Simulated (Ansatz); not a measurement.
Na$_{2}$S: levels and charges under dearer methods

A database entry relaxed whole under r2SCAN at zero pressure (Fm-3m, No. 225):

```
Na S
1.0
     0.00000    3.25599    3.25599
     3.25599    0.00000    3.25599
     3.25599    3.25599    0.00000
Na S
2 1
Direct
  0.25000 0.25000 0.25000
  0.75000 0.75000 0.75000
  0.00000 0.00000 0.00000
```

Its volume is 23.01 Å³ an atom, -1.6 % against the entry's 23.39, a cell as deposited in COD (1992).

Single points on this cell with plane-wave PAW DFT (Ansatz 0.2.0; r2SCAN 500 eV, hybrids 420 eV; fermi-dirac occupations of width 0.020 eV; no moments): r2SCAN on a 8×8×8 Γ-centred mesh; HSE06 on a 6×6×6 Γ-centred mesh; PBE0 on a 6×6×6 Γ-centred mesh.

How do gap, pressure and charges move from level to level?

The runs give:

```json
{"level": "r2SCAN", "gap (eV), or kind": "3.09", "pressure (GPa)": "0.0", "Bader charge of Na (e)": "+0.83", "Bader charge of S (e)": "-1.66"}
{"level": "HSE06", "gap (eV), or kind": "3.52", "pressure (GPa)": "0.1", "Bader charge of Na (e)": "+0.82", "Bader charge of S (e)": "-1.65"}
{"level": "PBE0", "gap (eV), or kind": "4.19", "pressure (GPa)": "0.1", "Bader charge of Na (e)": "+0.83", "Bader charge of S (e)": "-1.65"}
```

Under r2SCAN the gap is 3.09 eV, over mesh and band path. HSE06 moves it by +0.44 eV and PBE0 by +1.11 eV; PBE0 keeps its exact exchange at long range, which widens the gap over HSE06's by 0.67 eV on their common mesh.

Caveats: the relaxation kept the start's symmetry; HSE06 is read on its mesh and at the zone's corners, PBE0 on its mesh alone; hybrid pressures are good to a few tenths of a GPa; pressure is positive in compression.
